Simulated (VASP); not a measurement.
Set up this calculation in VASP 6.6.1, as the native input.

```yaml
Task: band structure
Functional: PBE0
Potentials_or_basis: VASP PAW PBE potentials, release 64 (In_d, As)
Cutoff: 520 eV
k_mesh: 4 × 4 × 4
Occupations: fermi-dirac, width 0.05 eV
Spin: no spin polarisation
Grid_for_exact_exchange_PRECFOCK: Fast
Exchange_at_q_=_0: truncated
Further_INCAR_settings: ALGO = Normal; EDIFF = 1e-06
```

Crystal: InAs.

```
In As
1.0
     0.00000    3.01800    3.01800
     3.01800    0.00000    3.01800
     3.01800    3.01800    0.00000
In As
1 1
Direct
  0.00000 0.00000 0.00000
  0.75000 0.75000 0.75000
```

These files were run (other wordings do the same):

POSCAR

```
InAs
1.0
    0.0000000000      3.0180000000      3.0180000000
    3.0180000000      0.0000000000      3.0180000000
    3.0180000000      3.0180000000      0.0000000000
In As
1 1
Direct
    0.0000000000      0.0000000000      0.0000000000
    0.7500000000      0.7500000000      0.7500000000
```

INCAR.step1

```
SYSTEM = InAs
ALGO     = Normal         ! electronic algorithm
EDIFF    = 1E-5           ! SCF threshold, eV
ENCUT    = 520            ! plane-wave cutoff, eV
GGA      = PE             ! functional
ISIF     = 2              ! what is computed and relaxed
ISMEAR   = -1             ! smearing method
LASPH    = .TRUE.         ! aspherical terms in the spheres
LCHARG   = .FALSE.        ! write CHGCAR
LREAL    = .FALSE.        ! projectors in reciprocal space
LWAVE    = .TRUE.         ! write WAVECAR
NELM     = 60             ! most SCF steps
PREC     = Accurate       ! precision mode
SIGMA    = 0.05           ! smearing width, eV
```

INCAR.step2

```
SYSTEM = InAs
AEXX     = 0.25           ! exact-exchange fraction
ALGO     = Normal         ! electronic algorithm
EDIFF    = 1E-6           ! SCF threshold, eV
ENCUT    = 520            ! plane-wave cutoff, eV
GGA      = PE             ! functional
HFRCUT   = -1           
ISIF     = 2              ! what is computed and relaxed
ISMEAR   = -1             ! smearing method
ISTART   = 1            
LASPH    = .TRUE.         ! aspherical terms in the spheres
LCHARG   = .FALSE.        ! write CHGCAR
LHFCALC  = .TRUE.         ! exact exchange
LREAL    = .FALSE.        ! projectors in reciprocal space
LWAVE    = .FALSE.        ! write WAVECAR
NELM     = 60             ! most SCF steps
PREC     = Accurate       ! precision mode
PRECFOCK = Fast         
SIGMA    = 0.05           ! smearing width, eV
```

KPOINTS

```
k-points
0
G
  4 4 4
  0 0 0
```

KPOINTS_OPT

```
path GXWKGLUWLK,UX
10
line-mode
reciprocal
 0.0000000000  0.0000000000  0.0000000000  G
 0.5000000000  0.0000000000  0.5000000000  X

 0.5000000000  0.0000000000  0.5000000000  X
 0.5000000000  0.2500000000  0.7500000000  W

 0.5000000000  0.2500000000  0.7500000000  W
 0.3750000000  0.3750000000  0.7500000000  K

 0.3750000000  0.3750000000  0.7500000000  K
 0.0000000000  0.0000000000  0.0000000000  G

 0.0000000000  0.0000000000  0.0000000000  G
 0.5000000000  0.5000000000  0.5000000000  L

 0.5000000000  0.5000000000  0.5000000000  L
 0.6250000000  0.2500000000  0.6250000000  U

 0.6250000000  0.2500000000  0.6250000000  U
 0.5000000000  0.2500000000  0.7500000000  W

 0.5000000000  0.2500000000  0.7500000000  W
 0.5000000000  0.5000000000  0.5000000000  L

 0.5000000000  0.5000000000  0.5000000000  L
 0.3750000000  0.3750000000  0.7500000000  K

 0.6250000000  0.2500000000  0.6250000000  U
 0.5000000000  0.0000000000  0.5000000000  X
```

Potentials or basis: VASP PAW PBE potentials, release 64 (In_d, As).

Launch:

```bash
$ cat potpaw_PBE.64/In_d/POTCAR potpaw_PBE.64/As/POTCAR > POTCAR
$ cp INCAR.step1 INCAR
$ mpirun -np 1 vasp_std > vasp.out
$ cp INCAR.step2 INCAR
$ mpirun -np 1 vasp_std > vasp.out
```

It gave:

- Pressure: 1.9 GPa
- Band gap on the k mesh: 1.27 eV, direct
- Band gap along the path: 1.27 eV, direct

Caveat: the k mesh is coarse (spacing up to 0.45 Å⁻¹), so the values aren't converged, least of all with exact exchange; the PAW data sets were made with another functional, which shifts forces and pressure a little; spin-orbit coupling is left out, which moves the levels of the heavy elements.

Wall time 30 min on 1 thread of Intel(R) Xeon(R) Platinum 8488C (Sapphire Rapids), on a shared host, peak memory 0.24 GiB.
